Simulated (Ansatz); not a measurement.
# How far is PAW off for Zn?

```xyz
2
Lattice="2.6648 0.0000 0.0000 -1.3324 2.3078 0.0000 0.0000 0.0000 4.9467" Properties=species:S:1:pos:R:3 pbc="T T T"
Zn    0.0000    1.5385    1.2367
Zn    1.3324    0.7693    3.7100
```

Atoms are numbered in the order listed.

The cell is COD entry 9008522, as deposited and not checked against the literature; nothing was relaxed.

All numbers are computed: DFT, LDA, PAW with Ansatz's default frozen-core files, scalar-relativistic (Ansatz 0.2.0); DFT, LDA, all-electron LAPW, scalar-relativistic (Ansatz 0.2.0).

For PAW: a Γ-centred 18×18×8 k mesh, Fermi–Dirac smearing of 0.03 eV, cutoff 420 eV, no spin polarisation; the PAW files were made with PBE, and the program remakes their frozen cores for this functional. LAPW targets a basis error of 0.25 meV/atom. The Ansatz runs share mesh, smearing and spin set-up. Plane-wave (PAW) pressures include the program's estimate of the Pulay term.

Stress and pressure are positive in compression.

Levels count from the Fermi level.

```json
{"quantity": "pressure (GPa)", "PAW": "-8.85", "LAPW": "-8.85"}
{"quantity": "stress xx (GPa)", "PAW": "-10.07", "LAPW": "-10.06"}
{"quantity": "stress zz (GPa)", "PAW": "-6.42", "LAPW": "-6.42"}
{"quantity": "highest filled level at L (eV)", "PAW": "-0.087", "LAPW": "-0.088"}
{"quantity": "highest filled level at A (eV)", "PAW": "-7.357", "LAPW": "-7.343"}
{"quantity": "lowest empty level at A (eV)", "PAW": "4.416", "LAPW": "4.416"}
{"quantity": "highest filled level at Γ (eV)", "PAW": "-3.239", "LAPW": "-3.239"}
{"quantity": "lowest empty level at Γ (eV)", "PAW": "13.309", "LAPW": "13.316"}
```
